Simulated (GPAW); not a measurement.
Crystal: SiC (Moissanite).

```
CELL_PARAMETERS angstrom
3.07600 0.00000 0.00000
-1.53800 2.66389 0.00000
0.00000 0.00000 5.04800
ATOMIC_POSITIONS crystal
Si 0.66667 0.33333 0.50000
Si 0.33333 0.66667 0.00000
C 0.66667 0.33333 0.88500
C 0.33333 0.66667 0.38500
```

Base run:

```yaml
Program: GPAW 26.7.0
Functional: vdW-DF2
Potentials_or_basis: GPAW PAW data sets (gpaw-data 1.2.1)
Cutoff: 800 eV
Basis: pw
k_mesh: 9 × 9 × 5
Occupations: fermi-dirac, width 0.05 eV
Spin: no spin polarisation
```

Its results: band gap on the k mesh 2.87 eV, indirect (least direct gap 4.52 eV); largest force 0.795 eV/Å.

Problem. After a change of settings the same cell gave: band gap on the k mesh 2.48 eV, indirect (least direct gap 4.25 eV); largest force 0.785 eV/Å. Which change was it?
A. functional from vdW-DF2 to optB88-vdW
B. functional from vdW-DF2 to r2SCAN
C. functional from vdW-DF2 to PBEsol; potentials or basis from GPAW PAW data sets (gpaw-data 1.2.1) to PAW data sets generated in the run's folder for this functional
D. functional from vdW-DF2 to vdW-DF-cx

Solution. A.

Caveats: the PAW data sets were made with another functional, which shifts forces and pressure a little.

Runs at the PBE level aren't shown here.
